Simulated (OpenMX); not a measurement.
Crystal: WC (Qusongite).

```
CELL_PARAMETERS angstrom
2.90650 0.00000 0.00000
-1.45325 2.51710 0.00000
0.00000 0.00000 2.83660
ATOMIC_POSITIONS crystal
W 0.00000 0.00000 0.00000
C 0.66667 0.33333 0.50000
```

| Item | Value |
| --- | --- |
| Program | OpenMX 3.8.5 |
| Task | single point |
| Functional | PBE |
| Potentials or basis | OpenMX 2013 PBE set, W7.0-s3p2d2f1, C6.0-s2p2d1, grid cutoff 400 Ry |
| k mesh | 11 × 11 × 9 |
| Occupations | fermi-dirac, width 0.05 eV |
| Spin | no spin polarisation |

On this cell: pressure 5.9 GPa; largest force 0.040 eV/Å; band gap on the k mesh none (metal or under the smearing width).

The same run follows on a disturbed copy (atoms moved at random, drawn with an rms of 0.05 Å):

```
W C
1.0
     2.90650    0.00000    0.00000
    -1.45325    2.51710    0.00000
     0.00000    0.00000    2.83660
W C
1 1
Direct
  0.00594 0.00668 0.01947
  0.68209 0.32485 0.51994
```

What changes?

The energy (extrapolated to zero smearing) moves by +15.0 meV/atom; pressure 6.6 GPa; largest force 1.005 eV/Å; band gap on the k mesh none (metal or under the smearing width).

Forces in eV/Å, atoms in the order of the input:
```
W    0.811 -0.593  0.019
C   -0.810  0.593 -0.021
```

Caveats: the basis of atomic orbitals isn't converged, which shifts pressures, moduli and gaps.
